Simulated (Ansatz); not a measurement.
# Ga in Ansatz: the effect of functional

The system is Ga.

```
Ga
1.0
     1.45000   -4.06500    0.00000
     1.45000    4.06500    0.00000
     0.00000    0.00000    3.17000
Ga
2
Cartesian
  1.4500 2.9837 2.3775
  1.4500 -2.9837 0.7925
```

This isn't the form of Ga at room conditions, which is orthorhombic.

Alike in all runs:

* Program: Ansatz 0.2.0
* Task: band structure
* Potentials or basis: all-electron LAPW, scalar-relativistic
* Basis error allowed: 0.001 eV/atom
* k mesh: 10 × 10 × 8
* Occupations: fermi-dirac, width 0.05 eV
* Spin: no spin polarisation

Question: One run gave: pressure 1.5 GPa; largest force 0.21 eV/Å. Which functional did it use?
A. LDA
B. PBE
C. PBEsol

Answer: B.

```tsv
functional	cutoff	pressure (GPa)	largest force (eV/Å)
PBE	257 eV (chosen from the basis error)	1.5	0.21
LDA	258 eV (chosen from the basis error)	-4.0	0.20
PBEsol	258 eV (chosen from the basis error)	-2.1	0.21
```
